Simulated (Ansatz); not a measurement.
Runs of Ansatz 0.2.0 on C. The structure is cubic, space group Fd-3m (No. 227). Conventional cell: a = 3.567 Å, b = 3.567 Å, c = 3.567 Å, α = 90.00°, β = 90.00°, γ = 90.00°. Around C (site symmetry -43m) lie 4 C at 1.54 Å. This isn't the form of C at room conditions, which is graphite.

```csv
task,level,cell,k mesh,cutoff (eV),smearing,basis error allowed,gap on the mesh (eV),pressure (GPa),relaxed volume (Å³/atom)
band structure,LDA,as given,13 × 13 × 13,452,fermi-dirac 0.05 eV,0.001 eV/atom,4.11,-13.0,-
relaxation of cell and atoms,revPBE+D4,relaxed,13 × 13 × 13,-,fermi-dirac 0.05 eV,0.001 eV/atom,4.18,0.0,5.59
single point,PBE,as given,9 × 9 × 9,389,fermi-dirac 0.03 eV,0.003 eV/atom,4.16,1.8,-
relaxation of cell and atoms,LDA,relaxed,13 × 13 × 13,-,fermi-dirac 0.05 eV,0.001 eV/atom,4.18,0.0,5.51
elastic constants,LDA,as given,10 × 10 × 10,479,fermi-dirac 0.05 eV,0.001 eV/atom,4.14,-13.0,-
single point,PBE,as given,13 × 13 × 13,449,gaussian 0.012 eV,0.001 eV/atom,4.15,1.8,-
band structure,BLYP,as given,13 × 13 × 13,452,fermi-dirac 0.05 eV,0.001 eV/atom,(b),11.2,-
relaxation of cell and atoms,BLYP+D3(BJ),relaxed,13 × 13 × 13,-,fermi-dirac 0.05 eV,0.001 eV/atom,(a),0.0,5.69
```

Alike in all rows: potentials or basis all-electron LAPW, scalar-relativistic; no spin polarisation.

**Question.** Fill in the values left out.

**Answer.** (a) 4.46; (b) 4.47.

Caveats: an odd mesh through Γ misses points on the zone boundary, where band edges often lie (some runs); the cell is more than 3 GPa from zero pressure, which shifts response properties (some runs).
